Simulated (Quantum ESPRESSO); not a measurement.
Crystal: Sc.

```
Sc
1.0
     5.42268    0.00000    0.00000
     0.00000    5.42268    0.00000
     0.00000    0.00000    3.43521
Sc
4
Direct
  0.00000 0.50000 0.46734
  0.50000 0.00000 0.53266
  0.00000 0.00000 0.00000
  0.50000 0.50000 0.00000
```

This isn't the form of Sc at room conditions, which is hcp.

| Property | Result |
| --- | --- |
| Program | Quantum ESPRESSO 7.5 |
| Task | single point |
| Functional | PBE |
| Potentials or basis | SSSP 1.3 efficiency PBE |
| Cutoff | 816 eV |
| Density cutoff | 3265 eV |
| k mesh | 5 × 5 × 8 |
| Occupations | fermi-dirac, width 0.05 eV |
| Spin | no spin polarisation |

On this cell: pressure -0.9 GPa; largest force 0.211 eV/Å; band gap on the k mesh none (metal or under the smearing width).

The same run follows on a disturbed copy (atoms moved at random, drawn with an rms of 0.05 Å):

```
Sc
1.0
     5.42268    0.00000    0.00000
     0.00000    5.42268    0.00000
     0.00000    0.00000    3.43521
Sc
4
Cartesian
  0.0590 2.6960 1.6448
  2.7265 0.0444 1.8270
  0.0159 0.0165 0.0083
  2.6999 2.7112 -0.0081
```

Problem. What changes?

Solution. The energy (extrapolated to zero smearing) moves by +1.4 meV/atom; pressure -0.8 GPa; largest force 0.288 eV/Å; band gap on the k mesh none (metal or under the smearing width).

Forces on the atoms (eV/Å):
```
Sc  -0.209  0.059  0.098
Sc  -0.033 -0.103 -0.237
Sc   0.014 -0.108  0.053
Sc   0.229  0.152  0.086
```

Stress tensor (GPa, compression positive):
```
-1.04  0.01 -0.06
 0.01 -1.04  0.11
-0.06  0.11 -0.23
```
